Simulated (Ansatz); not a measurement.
**Mn: band structure with PBEsol**

The system is Mn.

```xyz
2
Lattice="2.4836 0.0000 0.0000 -1.2418 2.1509 0.0000 0.0000 0.0000 4.0262" Properties=species:S:1:pos:R:3 pbc="T T T"
Mn    0.0000    1.4339    1.0065
Mn    1.2418    0.7170    3.0196
```

This isn't the form of Mn at room conditions, which is a 58-atom cubic cell.

- Program: Ansatz 0.2.0
- Task: band structure
- Functional: PBEsol
- Potentials or basis: all-electron LAPW, scalar-relativistic
- Cutoff: 307 eV (chosen from the basis error)
- Basis error allowed: 0.001 eV/atom
- k mesh: 12 × 12 × 7
- Occupations: fermi-dirac, width 0.05 eV
- Spin: collinear spin, ferromagnetic start
- Starting moments: [4.0, 4.0] μB

| Quantity | Value |
| --- | --- |
| Pressure | -11.6 GPa |
| Band gap along the path | none (metal or under the smearing width) |
| Net moment | 0.00 μB per cell |
| Absolute moment | 0.00 μB per cell |

Stress tensor (GPa, compression positive):
```
-11.44   0.00   0.00
  0.00 -11.44   0.00
  0.00   0.00 -11.86
```

Levels at the corners of the path, in eV from the Fermi level:
Spin up:
| point | band 12 | band 13 | band 14 | band 15 | band 16 | band 17 | band 18 | band 19 |
| --- | --- | --- | --- | --- | --- | --- | --- | --- |
| Γ | -0.94 | -0.94 | -0.47 | -0.47 | 0.07 | 0.07 | 0.66 | 1.64 |
| M | -1.37 | -1.15 | -0.94 | -0.42 | 1.85 | 1.99 | 2.07 | 3.60 |
| K | -2.67 | -1.39 | -1.39 | -0.07 | 1.47 | 1.47 | 1.65 | 6.49 |
| Γ | -0.94 | -0.94 | -0.47 | -0.47 | 0.07 | 0.07 | 0.66 | 1.64 |
| A | -1.55 | -1.02 | -1.02 | -1.02 | -1.02 | 1.21 | 1.21 | 1.21 |
| L | -2.65 | 0.20 | 0.20 | 0.85 | 0.85 | 1.98 | 1.98 | 3.16 |
| H | -2.75 | -1.61 | -1.61 | 0.03 | 0.03 | 1.70 | 1.70 | 7.74 |
| A | -1.55 | -1.02 | -1.02 | -1.02 | -1.02 | 1.21 | 1.21 | 1.21 |
Spin down:
```csv
point,band 11,band 12,band 13,band 14,band 15,band 16,band 17,band 18,band 19,band 20
Γ,-0.97,-0.94,-0.94,-0.47,-0.47,0.07,0.07,0.66,1.64,1.64
M,-3.70,-1.37,-1.15,-0.94,-0.42,1.85,1.99,2.07,3.60,5.67
K,-2.88,-2.67,-1.39,-1.39,-0.07,1.47,1.47,1.65,6.49,7.55
Γ,-0.97,-0.94,-0.94,-0.47,-0.47,0.07,0.07,0.66,1.64,1.64
A,-1.55,-1.55,-1.02,-1.02,-1.02,-1.02,1.21,1.21,1.21,1.21
L,-2.65,-2.65,0.20,0.20,0.85,0.85,1.98,1.98,3.16,3.16
H,-2.75,-2.75,-1.61,-1.61,0.03,0.03,1.70,1.70,7.74,7.74
A,-1.55,-1.55,-1.02,-1.02,-1.02,-1.02,1.21,1.21,1.21,1.21
```

Run time: 26 s on 2 threads of Arm Neoverse V1 (shared host), peak memory 0.53 GiB.

Caveat: the starting moments collapsed, and a magnetic state may lie lower; the starting moments weren't kept.
